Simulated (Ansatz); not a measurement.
**Calculated 119Sn Mössbauer parameters for SnO at a changed volume**

Cell: a structure deposited in the COD, relaxed with PBE at fixed cell and then changed (volume scaled by 0.98, ions relaxed).

Space group Cmme (No. 67); a = 4.9664, b = 5.6816, c = 5.5227 Å.

| site | Wyckoff | site symmetry | x | y | z |
| --- | --- | --- | --- | --- | --- |
| Sn | 4g | mm2 | 0.0000 | 0.7500 | 0.2174 |
| O | 4a | 222 | 0.7500 | 0.5000 | 0.0000 |

One atom of each set is listed; the run and its k-mesh use a cell of 8 atoms with edges of 3.77, 3.77, 11.05 Å.

All values are calculated (Ansatz; DFT, PBE, plane waves and PAW, scalar-relativistic, 420 eV cutoff, Γ-centred 8×8×3 k-points, Fermi–Dirac smearing 0.02 eV), not measured.

Isomer shifts (against SnO₂) follow from the electron density at the nucleus, δ = α(ρ − ρ₀), with α = 0.099 mm s⁻¹ a₀³ and ρ₀ = 183191.44 a₀⁻³ from a line fitted to 8 measured compounds at this level of theory (rms miss 0.12 mm/s). ΔE_Q = ½eQV_zz(1 + η²/3)^½ with Q = -0.132 b for the 23.9 keV state.

Question: What would the 119Sn spectrum's parameters be?

Answer: 

```csv
site,atoms,first shell,ρ − ρ₀ (a₀⁻³),δ (mm/s),ΔE_Q (mm/s),η
Sn,4,4 O at 2.24 Å,28.1,2.77,1.59,0.29
```

The shift of Sn is typical of Sn(II), and the large splitting points to a stereochemically active lone pair.

Without spin–orbit coupling (the program notes it for Sn) the gradients can shift somewhat, as the gap is small. The database positions were far from equilibrium, so the relaxed structure may not be the compound's real one.
